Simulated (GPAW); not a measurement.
AlN: single point with PBE

Crystal: AlN.

```xyz
2
Lattice="0.0000 2.1840 2.1840 2.1840 0.0000 2.1840 2.1840 2.1840 0.0000" Properties=species:S:1:pos:R:3 pbc="T T T"
Al    0.0000    0.0000    0.0000
N     1.0920    1.0920    1.0920
```

Measurements of this composition are mostly on another form, of space group No. 186.

```
Program             : GPAW 26.7.0
Task                : single point
Functional          : PBE
Potentials or basis : GPAW PAW data sets (gpaw-data 1.2.1)
Cutoff              : 650 eV
Basis               : pw
k mesh              : 8 × 8 × 8
Occupations         : fermi-dirac, width 0.01 eV
Spin                : no spin polarisation
```

| Property | Result |
| --- | --- |
| Pressure | 2.4 GPa |
| Band gap on the k mesh | 3.30 eV, indirect (least direct gap 4.18 eV) |

Levels at points of the mesh, in eV from the valence-band top:
| k point | band 1 | band 2 | band 3 | band 4 | band 5 | band 6 | band 7 |
| --- | --- | --- | --- | --- | --- | --- | --- |
| (0.00, 0.00, 0.00) | -15.00 | 0.00 | 0.00 | 0.00 | 4.18 | 12.55 | 12.55 |
| (0.50, 0.50, 0.00) | -12.32 | -4.91 | -1.79 | -1.79 | 3.30 | 8.60 | 13.96 |
| (0.50, 0.50, 0.50) | -12.95 | -5.87 | -0.49 | -0.49 | 7.37 | 9.87 | 11.13 |

Run time: 5 s on 1 thread of Arm Neoverse V2 (shared host), peak memory 0.13 GiB.

Caveat: the cutoff is short for stress and forces, so pressures can be off by a GPa or more. A k mesh can miss the band edges.
